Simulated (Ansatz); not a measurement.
**ZrO2: LAPW beside PAW**

Does the method matter for ZrO2? The same cell, functional and mesh are run with LAPW, all electrons, frozen-core PAW and all-electron PAW on datasets made for the crystal.

The COD entry's cell or inner coordinates are ideal or old and differ from later refinements, so a difference from it is no clean test against experiment.

Method: DFT PBE, scalar-relativistic, in Ansatz 0.2.0.

## 1. The starting structure

The structure is cubic, space group Fm-3m (No. 225). Conventional cell: a = 5.070 Å, b = 5.070 Å, c = 5.070 Å, α = 90.00°, β = 90.00°, γ = 90.00°. Around Zr (site symmetry m-3m) lie 8 O at 2.20 Å. O (site symmetry -43m) has 4 Zr at 2.20 Å as nearest neighbours.

Coordinates:

```
CELL_PARAMETERS angstrom
0.00000 2.53500 2.53500
2.53500 0.00000 2.53500
2.53500 2.53500 0.00000
ATOMIC_POSITIONS crystal
Zr 0.00000 0.00000 0.00000
O 0.25000 0.25000 0.25000
O 0.75000 0.75000 0.75000
```

The geometry is a database entry used as it stands. It may stem from high pressure or temperature, or be incomplete, so it serves as a test cell.

Atoms are numbered in the order of the input: Zr1, O2, O3.

## 2. LAPW, all electrons

input.yaml reads:

```yaml
crystal:
  lattice:
    - [0.0, 2.535, 2.535]
    - [2.535, 0.0, 2.535]
    - [2.535, 2.535, 0.0]
  atoms:
    - { symbol: Zr, position: [0.0, 0.0, 0.0] }
    - { symbol: O, position: [0.25, 0.25, 0.25] }
    - { symbol: O, position: [0.75, 0.75, 0.75] }
kpoints:
  mp_grid: { grid: [9, 9, 9] }
  band_path:
    path:
      - [0.0, 0.0, 0.0]
      - [0.5, 0.0, 0.5]
      - [0.625, 0.25, 0.625]
      - [0.375, 0.375, 0.75]
      - [0.0, 0.0, 0.0]
      - [0.5, 0.5, 0.5]
      - [0.5, 0.25, 0.75]
      - [0.5, 0.0, 0.5]
    npoints: 8
scf:
  occupations: { method: fermi_dirac, width: 0.02 }
hamiltonian:
  xc: pbe
  pseudopotentials: { kind: all_electron, lapw: { basis_error: 0.0005 } }
output:
  forces: true
  stress: true
  eigenvalues: true
  populations: true
  dos: { projected: true, de: 0.2, e_range: [-14, 8] }
```

Log:

```text
Zr: projections on atomic orbitals take those of the free atom 1s2 2s2 2p6 3s2 3p6 3d10 4s2 4p6 4d2 5s2, of charge +0.00 (hamiltonian.pseudopotentials.projection_atoms)
O: projections on atomic orbitals take those of the free atom 1s2 2s2 2p4, of charge +0.00 (hamiltonian.pseudopotentials.projection_atoms)
LAPW: plane waves up to 9.452 Å⁻¹, error target 5.0e-4 eV per atom; small_component_spin mean_spin; O in spheres of 1.033 Å, 8 of its electrons in bands, Dirac shells []; Zr in spheres of 1.162 Å, 30 of its electrons in bands, Dirac shells []
Engine: ansatz 0.2.0
Pseudopotentials: kind: all_electron
Pseudopotential: Zr, LAPW, valence charge 30, Koelling and Harmon's equation, gaussian nucleus
Pseudopotential: O, LAPW, valence charge 8, Koelling and Harmon's equation, gaussian nucleus
Functional definition: PBE
  parameter kappa = 0.804
  parameter beta = 0.06672455060314922
  exchange = pbe_x(kappa = kappa, mu = beta*pi^2/3)
  correlation = pbe_c(beta = beta)
Crystal: 3 atoms, lattice volume = 32.581 Å³
Basis set: ecut = 340.3880714206169 eV, 459 PW (Γ), exchange–correlation at level 2
Bands: 28, of which v1, the nominal top of the filled ones, is band 23 counted from 1 (22 counted from 0)
Symmetry: 48 space group operations
Space group: Fm-3m (ITA 225), of the structure as read, at distance tolerance 3.2e-5 Å
k-points: 35 of 729
Non-local potential: Zr, projectors of the file, none
Non-local potential: O, projectors of the file, none
Initial density: superposition of atomic densities (chi_scale 0.1, normalization cell, long waves kept (reshape's long-wave potential 0.00 eV rms))
Initial wavefunctions: plane waves of lowest kinetic energy (no species holds an atomic orbital)
Functional: x = pbe(κ = 0.804, μ = 0.2195149727645171), c = pbe(β = 0.06672455060314922)
iter 1 solved again at ethr=1.45e-2 eV; its pass at ethr=1.00e-1 eV (dr2=6.65e0 eV) is discarded
SCF iter   1: F=—  HF=-102033.267784 eV  |F-HF|=—  |Δ(HF+E_count)|=         —  Δρ=1.33e-1  dr2=6.65e0  ethr=1.45e-2  ⟨swp⟩=2.0  Hψ=6182  notcnv=0
preconditioner: auto → none  [insulator: Δε(μ)=7.074 eV  Ē_g=19.572 eV  σ=0.020 eV  W_gap=1.00  n_scr=14 (ndim 8)  ℏωp=30.5 eV  f_vac=0.003  D(μ)=0.00/eV (n_scr^D=0)  ε∞_Penn≈3.4]
SCF iter   2: F=—  HF=-102030.618342 eV  |F-HF|=—  |Δ(HF+E_count)|=    2.65e0  Δρ=6.37e-2  dr2=1.48e0  ethr=1.45e-2  ⟨swp⟩=3.0  Hψ=2983  notcnv=0
SCF iter   3: F=—  HF=-102029.014842 eV  |F-HF|=—  |Δ(HF+E_count)|=    1.60e0  Δρ=2.66e-2  dr2=2.68e-1  ethr=3.22e-3  ⟨swp⟩=3.0  Hψ=3259  notcnv=0
SCF iter   4: F=—  HF=-102029.019521 eV  |F-HF|=—  |Δ(HF+E_count)|=         —  Δρ=1.33e-2  dr2=8.19e-2  ethr=5.83e-4  ⟨swp⟩=3.0  Hψ=3200  notcnv=0
the basis was enlarged: its passes take 138.4 KiB over the memory plan, 1 of 1 planned eigensolver slots
SCF iter   5: F=—  HF=-102028.986333 eV  |F-HF|=—  |Δ(HF+E_count)|=   3.32e-2  Δρ=8.33e-3  dr2=3.12e-2  ethr=1.78e-4  ⟨swp⟩=2.1  Hψ=2995  notcnv=0
iter 6 solved again at ethr=3.80e-6 eV; its pass at ethr=6.79e-5 eV (dr2=1.75e-3 eV) is discarded
SCF iter   6: F=—  HF=-102028.970809 eV  |F-HF|=—  |Δ(HF+E_count)|=   1.55e-2  Δρ=1.97e-3  dr2=1.74e-3  ethr=3.80e-6  ⟨swp⟩=2.0  Hψ=4975  notcnv=0
SCF iter   7: F=—  HF=-102028.969871 eV  |F-HF|=—  |Δ(HF+E_count)|=   9.38e-4  Δρ=2.47e-4  dr2=2.72e-5  ethr=3.79e-6  ⟨swp⟩=2.0  Hψ=2974  notcnv=0
SCF iter   8: F=—  HF=-102028.969856 eV  |F-HF|=—  |Δ(HF+E_count)|=   1.50e-5  Δρ=2.51e-5  dr2=2.68e-7  ethr=5.92e-8  ⟨swp⟩=2.0  Hψ=2814  notcnv=0
SCF iter   9: F=-102028.969856 eV  HF=-102028.969856 eV  |F-HF|=1.75e-10  |Δ(HF+E_count)|=   9.21e-8  Δρ=6.32e-7  dr2=1.10e-10  ethr=5.82e-10  ⟨swp⟩=2.7  Hψ=2878  notcnv=0
SCF 1 converged in 9 iterations: F = -102028.969856 eV  dr2 = 1.10e-10
NSCF: frozen V_eff on 57 k-points
SCF converged after 9 iterations
Free energy (F): -102028.969856 eV
Harris-Foulkes:  -102028.969856 eV  (|F-HF|=1.75e-10)
Internal energy: -102028.969856 eV  (E = F + TS)
E sigma→0 (E₀):  -102028.969856 eV
Fermi energy:    15.334739 eV
--- Per-component energies (eV) ---
  E_band       = -6084.918256
  E_kinetic    = 105248.728199
  E_xc         = -3579.138941
  E_electrostatic = -203698.559115  (all electrons and nuclei)
  E_smearing   = -0.000000  (= −TS)
  E_closure    = 0.000000  (closes the sum)
  E_atoms      = -102001.618547  (free atoms, spherical and without spin; not in F)
  Σ components = -102028.969856   (vs F -102028.969856, Δ=0.00e0)
  Basis errors (estimates in eV, not in F): energy 2.2e-4 per atom: plane waves 2.0e-4 (1.1e-4 summed), levels above the bands 1.0e-150, relativity 1.2e-8, radial functions 1.9e-5, core shells 5.7e-13; eigenvalues (radial functions only) 1.9e-6; not estimated: angular momenta, meshes, grids; target (lapw.basis_error) 5.0e-4; muffin-tin radii O 1.033 Å, Zr 1.162 Å
--- Forces (eV/Å), atoms counted from 1 ---
  atom   1  Zr     0.00000000    -0.00000000     0.00000000
  atom   2  O      0.00000000     0.00000000     0.00000000
  atom   3  O     -0.00000000     0.00000000    -0.00000000
  max |Σ_I F_I| component: 3.01e-17 eV/Å
--- Stress (GPa, compression-positive) ---
        6.749321       0.000000       0.000000
        0.000000       6.749321       0.000000
        0.000000       0.000000       6.749321
  P = ⅓ Tr σ = 6.7493 GPa (67.493 kbar)
--- Band table (eV; the first three rows and the last of 35) ---
  k-point 0: bands = ["-490.3440", "-490.3440", "-384.4878", "-297.3683", "-297.3683", "-297.3683", "-154.5472", "-154.5472", "-154.5323", "-154.5323", "-154.5323", "-34.3733", "-12.1967", "-12.1967", "-12.1967", "-4.6049", "-2.0010", "8.3498", "8.3498", "8.3498", "13.1113", "13.1113", "13.1113", "17.0378", "17.0378", "20.3168", "23.1570", "23.1570"]
  k-point 1: bands = ["-490.3440", "-490.3440", "-384.4878", "-297.3683", "-297.3683", "-297.3683", "-154.5472", "-154.5472", "-154.5323", "-154.5323", "-154.5323", "-34.3675", "-12.2917", "-12.2054", "-12.2054", "-4.4245", "-2.1307", "8.4715", "8.4715", "8.6921", "12.8134", "12.8809", "12.8809", "17.2772", "17.2772", "20.7094", "22.7123", "22.9690"]
  k-point 2: bands = ["-490.3440", "-490.3440", "-384.4878", "-297.3683", "-297.3683", "-297.3683", "-154.5472", "-154.5472", "-154.5323", "-154.5323", "-154.5323", "-34.3528", "-12.5178", "-12.2273", "-12.2273", "-4.0062", "-2.3913", "8.7843", "8.7843", "9.5401", "12.1743", "12.4361", "12.4361", "17.6813", "17.6813", "20.7429", "22.5786", "22.5786"]
  k-point 34: bands = ["-490.3440", "-490.3440", "-384.4878", "-297.3683", "-297.3683", "-297.3683", "-154.5472", "-154.5472", "-154.5323", "-154.5323", "-154.5323", "-34.3080", "-12.7444", "-12.6288", "-12.3730", "-2.8753", "-2.7748", "8.7441", "9.1632", "10.9706", "11.3909", "12.3674", "13.2957", "18.0695", "18.2769", "20.0260", "20.2259", "21.2231"]
--- Löwdin populations: 3 sites ---
  site symbol       q [e]
     0     Zr     38.5116
     1      O      8.6980
     2      O      8.6980
  spilling = 0.001650 (of n_electrons = 56.000000)
```

It took 18 s on 1 thread, shared host.

Result: pressure 6.75 GPa; gap 3.39 eV, indirect from X to Γ.

At the corners of the path (eV, zero at the valence-band top):

```
point  band 20  band 21  band 22  band 23  band 24  band 25  band 26
    Γ    -5.30    -0.54    -0.54    -0.54     3.39     3.39     6.67
    X    -3.16    -1.53    -1.53     0.00     3.84     4.81     5.94
    U    -3.09    -2.24    -1.22    -0.34     4.08     4.81     6.27
    K    -3.09    -2.24    -1.22    -0.34     4.08     4.81     6.27
    Γ    -5.30    -0.54    -0.54    -0.54     3.39     3.39     6.67
    L    -2.55    -2.48    -1.65    -1.65     4.05     4.05     6.20
    W    -2.40    -2.40    -1.39    -0.20     4.50     4.65     6.39
    X    -3.16    -1.53    -1.53     0.00     3.84     4.81     5.94
```

States per cell, counted by energy window (eV from the valence-band top, on a grid of 0.20 eV):

```
from  to  total  O 2p  Zr 4d
  -6  -5   0.51  0.35   0.14
  -5  -4   2.82  2.00   0.74
  -4  -3   2.37  1.91   0.33
  -3  -2   1.66  1.39   0.17
  -2  -1   2.84  2.48   0.27
  -1   0   1.80  1.67   0.08
   0   1   0.00  0.00   0.00
   1   2   0.00  0.00   0.00
   2   3   0.00  0.00   0.00
   3   4   0.52  0.03   0.48
   4   5   3.48  0.40   3.02
   5   6   0.00  0.00   0.00
   6   7   2.00  0.18   1.40
   7   8   2.34  0.51   1.50
```

## 3. Frozen-core PAW

Edit input.yaml of step 2 so:

```diff
@@ -26,3 +26,3 @@
   xc: pbe
-  pseudopotentials: { kind: all_electron, lapw: { basis_error: 0.0005 } }
+  pseudopotentials: { kind: paw }
 output:
@@ -31,3 +31,5 @@
   eigenvalues: true
+  efg: { contact_densities: true }
   populations: true
+  bader: true
   dos: { projected: true, de: 0.2, e_range: [-14, 8] }
```

Log:

```text
Zr: output.efg is read without spin–orbit coupling, which moves field gradients at and beside such atoms by some per cent and up to a factor of two; PAW files take it under magnetization.noncollinear and magnetization.spin_orbit
[... 1 set-up line as earlier in the session ...]
Pseudopotentials: kind: paw
Pseudopotential: Zr, paw, valence charge 12, recommended cutoff 420 eV (normal)
Pseudopotential: O, paw, valence charge 6, recommended cutoff 420 eV (normal)
[... 5 set-up lines as earlier in the session ...]
Crystal: 3 atoms, lattice volume = 32.581 Å³
Basis set: ecut = 420 eV, 609 PW (Γ), exchange–correlation on 48×48×48 points (8 copies of the dense FFT grid, shifted against one another)
Bands: 16, of which v1, the nominal top of the filled ones, is band 12 counted from 1 (11 counted from 0)
[... 2 set-up lines as earlier in the session ...]
k-points: 35 of 729
Non-local potential: Zr, projectors of the file, l = 0: 3, l = 1: 2, l = 2: 2, l = 3: 2
Non-local potential: O, projectors of the file, l = 0: 2, l = 1: 2, l = 2: 1
PAW form: soft (Blöchl's): semilocal exchange-correlation on the pseudo side does not see the compensation charge
PAW one-centre angular grid: Zr, 590 points (default); XC on 64 Gauss nodes
PAW one-centre angular grid: O, 110 points (default); XC on 64 Gauss nodes
Initial density: superposition of atomic densities (neutral atoms: chi_scale 0, normalization atom), corrected by the library's trained network
Initial wavefunctions: pseudopotential atomic-orbital guess
[... 1 set-up line as earlier in the session ...]
SCF iter   1: F=—  HF=-5323.802077 eV  |F-HF|=—  |Δ(HF+E_count)|=         —  Δρ=2.23e-3  dr2=1.06e-3  ethr=1.77e-3  ⟨swp⟩=6.0  Hψ=2650  notcnv=0
preconditioner: auto → none  [insulator: Δε(μ)=3.475 eV  Ē_g=17.352 eV  σ=0.020 eV  W_gap=1.00  n_scr=14 (ndim 8)  ℏωp=30.5 eV  f_vac=0.023  D(μ)=0.00/eV (n_scr^D=0)  ε∞_Penn≈4.1]
SCF iter   2: F=—  HF=-5323.801952 eV  |F-HF|=—  |Δ(HF+E_count)|=   1.25e-4  Δρ=1.51e-3  dr2=5.64e-4  ethr=4.43e-6  ⟨swp⟩=2.0  Hψ=1399  notcnv=0
SCF iter   3: F=—  HF=-5323.801849 eV  |F-HF|=—  |Δ(HF+E_count)|=   1.03e-4  Δρ=5.97e-4  dr2=1.77e-5  ethr=2.35e-6  ⟨swp⟩=2.0  Hψ=801  notcnv=0
SCF iter   4: F=—  HF=-5323.801801 eV  |F-HF|=—  |Δ(HF+E_count)|=   4.71e-5  Δρ=1.68e-4  dr2=1.64e-6  ethr=7.36e-8  ⟨swp⟩=2.0  Hψ=970  notcnv=0
iter 5 did not close the SCF: its close was put off for the readings that it lacked (scf_convergence_deferred on its scf_iter line)
SCF iter   5: F=-5323.801809 eV  HF=-5323.801809 eV  |F-HF|=2.76e-8  |Δ(HF+E_count)|=   7.35e-6  Δρ=1.45e-5  dr2=2.12e-8  ethr=6.85e-9  ⟨swp⟩=2.0  Hψ=979  notcnv=0
SCF iter   6: F=-5323.801809 eV  HF=-5323.801809 eV  |F-HF|=2.22e-10  |Δ(HF+E_count)|=   3.39e-8  Δρ=2.04e-6  dr2=7.39e-10  ethr=8.83e-11  ⟨swp⟩=2.0  Hψ=2013  notcnv=0
SCF 1 converged in 6 iterations: F = -5323.801809 eV  dr2 = 7.39e-10
NSCF: frozen V_eff on 57 k-points
SCF converged after 6 iterations
Free energy (F): -5323.801809 eV
Harris-Foulkes:  -5323.801809 eV  (|F-HF|=2.22e-10)
Internal energy: -5323.801809 eV  (E = F + TS)
E sigma→0 (E₀):  -5323.801809 eV
Fermi energy:    14.034414 eV
--- Per-component energies (eV) ---
  E_band       = -56.252046
  E_kinetic    = 689.108301
  E_local      = -1130.942362  (includes V_loc(G=0)·N_el)
  E_nonlocal   = 171.189774
  E_hartree    = 373.963948
  E_xc         = -312.417342
  E_vxc        = -383.463062  (∫ρ·V_xc dr)
  E_paw        = -3268.957891  (= ΣΔE_a)
  E_vpaw       = -150.076964  (= ΣTr[D̂ρ^β])
  E_aug_tail   = 0.005057  (compensation charges beyond the density's cutoff)
  E_ewald      = -1845.751294
  E_smearing   = -0.000000  (= −TS)
  E_closure    = 0.000000  (closes the sum)
  Σ components = -5323.801809   (vs F -5323.801809, Δ=0.00e0)
--- Forces (eV/Å), atoms counted from 1 ---
  atom   1  Zr    -0.00000000     0.00000000     0.00000000
  atom   2  O      0.00000000    -0.00000000    -0.00000000
  atom   3  O      0.00000000     0.00000000    -0.00000000
  max |Σ_I F_I| component: 6.94e-18 eV/Å
--- Stress (GPa, compression-positive) ---
        6.759228       0.000000       0.000000
        0.000000       6.759228      -0.000000
       -0.000000       0.000000       6.759228
  P = ⅓ Tr σ = 6.7592 GPa (67.592 kbar)
--- PAW observables at the nuclei: V_zz in 10²¹ V/m², potentials from the cell's mean, atoms counted from 1 ---
  atom   1  Zr V_zz =    -0.000000   η = 0.0000   by run symmetry: forbidden
            electrostatic potential = -5926.763286 V   contact ρ = 490526.580276 e/Å³
  atom   2  O  V_zz =    +0.000000   η = 0.0000   by run symmetry: forbidden
            electrostatic potential = -629.377617 V   contact ρ = 2156.603570 e/Å³
  atom   3  O  V_zz =    +0.000000   η = 0.0000   by run symmetry: forbidden
            electrostatic potential = -629.377617 V   contact ρ = 2156.603570 e/Å³
--- Band table (eV; the first three rows and the last of 35) ---
  k-point 0: bands = ["-35.6790", "-13.5001", "-13.5001", "-13.5001", "-5.9088", "-3.3045", "7.0461", "7.0461", "7.0461", "11.8101", "11.8101", "11.8101", "15.7383", "15.7383", "19.0149", "21.8531"]
  k-point 1: bands = ["-35.6732", "-13.5952", "-13.5089", "-13.5089", "-5.7283", "-3.4343", "7.1680", "7.1680", "7.3887", "11.5112", "11.5793", "11.5793", "15.9771", "15.9771", "19.4077", "21.4089"]
  k-point 2: bands = ["-35.6584", "-13.8215", "-13.5308", "-13.5308", "-5.3100", "-3.6952", "7.4809", "7.4809", "8.2364", "10.8722", "11.1348", "11.1348", "16.3798", "16.3798", "19.4413", "21.2755"]
  k-point 34: bands = ["-35.6136", "-14.0484", "-13.9327", "-13.6769", "-4.1795", "-4.0788", "7.4412", "7.8604", "9.6683", "10.0889", "11.0654", "11.9939", "16.7679", "16.9708", "18.7219", "18.9225"]
--- Löwdin populations: 3 sites ---
  site symbol       q [e]
     0     Zr     10.5283
     1      O      6.6852
     2      O      6.6852
  spilling = 0.004222 (of n_electrons = 24.000000)
--- Bader charges: 3 sites ---
  site symbol  charge [e]  shift [e]
     0     Zr      2.6308     0.0006
     1      O     -1.3154     0.0003
     2      O     -1.3154     0.0003
  estimated error of the sums over rays = 5.7e-4 e
```

Wall time 15 s (1 thread, shared host).

Read from it: pressure 6.76 GPa; gap 3.39 eV, indirect from X to Γ.

```
atom  Bader charge (e)  basin volume (Å³)
 Zr1             +2.63               9.75
  O2             -1.32              11.42
```

## 4. All-electron PAW on datasets made for the crystal

Edit input.yaml of step 3 so:

```diff
@@ -26,3 +26,3 @@
   xc: pbe
-  pseudopotentials: { kind: paw }
+  pseudopotentials: { kind: all_electron, datasets: crystal }
 output:
@@ -32,4 +32 @@
   efg: { contact_densities: true }
-  populations: true
-  bader: true
-  dos: { projected: true, de: 0.2, e_range: [-14, 8] }
```

Log, shortened:

```text
[...]
Zr: output.efg is read without spin–orbit coupling, which moves field gradients at and beside such atoms by some per cent and up to a factor of two; PAW files take it under magnetization.noncollinear and magnetization.spin_orbit
[...]
[... 1 set-up line as earlier in the session ...]
Pseudopotential: Zr, paw, valence charge 12, recommended cutoff 380 eV (normal), Koelling and Harmon's equation, gaussian nucleus
Pseudopotential: O, paw, valence charge 6, recommended cutoff 380 eV (normal), Koelling and Harmon's equation, gaussian nucleus
[... 1 set-up line as earlier in the session ...]
[...]
Crystal: 3 atoms, lattice volume = 32.581 Å³
Basis set: ecut = 380 eV, 537 PW (Γ), exchange–correlation on 48×48×48 points (8 copies of the dense FFT grid, shifted against one another)
Bands: 16, of which v1, the nominal top of the filled ones, is band 12 counted from 1 (11 counted from 0)
[... 1 set-up line as earlier in the session ...]
[...]
--- Stress (GPa, compression-positive) ---
        6.756431      -0.000000       0.000000
        0.000000       6.756431      -0.000000
       -0.000000      -0.000000       6.756431
  P = ⅓ Tr σ = 6.7564 GPa (67.564 kbar)
--- PAW observables at the nuclei: V_zz in 10²¹ V/m², potentials from the cell's mean, atoms counted from 1 ---
  atom   1  Zr V_zz =    -0.000000   η = 0.0000   by run symmetry: forbidden
            electrostatic potential = -5926.838232 V   contact ρ = 490593.410425 e/Å³
  atom   2  O  V_zz =    -0.000000   η = 0.0000   by run symmetry: forbidden
            electrostatic potential = -629.395923 V   contact ρ = 2157.131516 e/Å³
  atom   3  O  V_zz =    -0.000000   η = 0.0000   by run symmetry: forbidden
            electrostatic potential = -629.395923 V   contact ρ = 2157.131516 e/Å³
--- Band table (eV; the first three rows and the last of 35) ---
  k-point 0: bands = ["-34.3734", "-12.1967", "-12.1967", "-12.1967", "-4.6049", "-2.0010", "8.3498", "8.3498", "8.3498", "13.1114", "13.1114", "13.1114", "17.0377", "17.0377"]
[...]
```

Run time: 11 s. Hardware: 1 thread, shared host.

Read from it: pressure 6.76 GPa; gap 3.39 eV, indirect from X to Γ.

```
atom  contact density (e/Å³)
 Zr1                490593.4
  O2                2157.132
```

## 5. The methods compared

Highest filled and lowest empty level at the labelled points (eV from each run's valence-band top):

```
point  LAPW top  LAPW bottom  PAW top  PAW bottom  crystal datasets top  crystal datasets bottom
    Γ     -0.54         3.39    -0.54        3.39                 -0.54                     3.39
    X      0.00         3.84     0.00        3.84                  0.00                     3.84
    U     -0.34         4.08    -0.34        4.08                 -0.34                     4.08
    K     -0.34         4.08    -0.34        4.08                 -0.34                     4.08
    Γ     -0.54         3.39    -0.54        3.39                 -0.54                     3.39
    L     -1.65         4.05    -1.65        4.04                 -1.65                     4.05
    W     -0.20         4.50    -0.20        4.50                 -0.20                     4.50
    X      0.00         3.84     0.00        3.84                  0.00                     3.84
```

| method | pressure (GPa) | gap (eV) | SCF cycles, all passes |
| --- | --- | --- | --- |
| LAPW | 6.75 | 3.39 | 9 |
| PAW | 6.76 | 3.39 | 6 |
| crystal datasets | 6.76 | 3.39 | 10 |

## 6. Outcome

```
           quantity                                           value
           pressure  LAPW 6.75, PAW 6.76, crystal datasets 6.76 GPa
         gap (LAPW)                   3.39 eV, indirect from X to Γ
Bader charges (PAW)                           Zr1 +2.63, O2 -1.32 e
```

What this shows: At this geometry the cell is under compression of 6.7 GPa, so it would expand if let go. The gap is 3.39 eV, indirect from X to Γ. It is the Kohn-Sham gap of a semilocal functional, which mostly lies below the gap found in experiment. The top eV of the valence band is mostly O 2p (94 % of the projected weight). The projection holds only the free atom's occupied shells (Zr 5s, Zr 4d, O 2s, O 2p in this range). In pressure, PAW differs from LAPW by less than 0.01 GPa and less than 0.01 eV in the gap.
